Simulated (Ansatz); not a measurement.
BaF₂:
```
CELL_PARAMETERS angstrom
      0.00000     3.06872     3.06872
      3.06872     0.00000     3.06872
      3.06872     3.06872     0.00000
ATOMIC_POSITIONS crystal
  Ba 0.00000 0.00000 0.00000
  F  0.25000 0.25000 0.25000
  F  0.75000 0.75000 0.75000
```

Relaxed with PBEsol. Special points in fractions of this cell's reciprocal vectors: Γ (0.000, 0.000, 0.000); X (0.500, 0.000, 0.500); U (0.625, 0.250, 0.625); K (0.375, 0.375, 0.750); L (0.500, 0.500, 0.500); W (0.500, 0.250, 0.750).

### Question
List the band energies nearest the valence-band maximum at these points for PBEsol with spin–orbit coupling in the plane-wave PAW code Ansatz.

### Answer
In eV from the valence-band maximum; about four levels below and three above (degenerate sets whole), none deeper than 8.9 eV; points with the same levels are listed once.

```json
[
 {"k": "Γ", "below": "-0.09 -0.09 -0.09 -0.09", "above": "6.81 6.81 9.29 9.29 9.29 9.29"},
 {"k": "X", "below": "-0.25 -0.25 -0.20 -0.20", "above": "7.27 7.27 9.12 9.12"},
 {"k": "U", "below": "-0.28 -0.28 -0.19 -0.19", "above": "7.53 7.53 9.50 9.50"},
 {"k": "L", "below": "-0.25 -0.25 -0.11 -0.11", "above": "9.22 9.22 9.30 9.30"},
 {"k": "W", "below": "-0.33 -0.33 -0.27 -0.27", "above": "7.54 7.54 9.89 9.89"}
]
```

Space group Fm-3m (fluorite). The cell was relaxed with PBEsol under the symmetry of its start.

Potentials: the later of the program's two PAW sets.
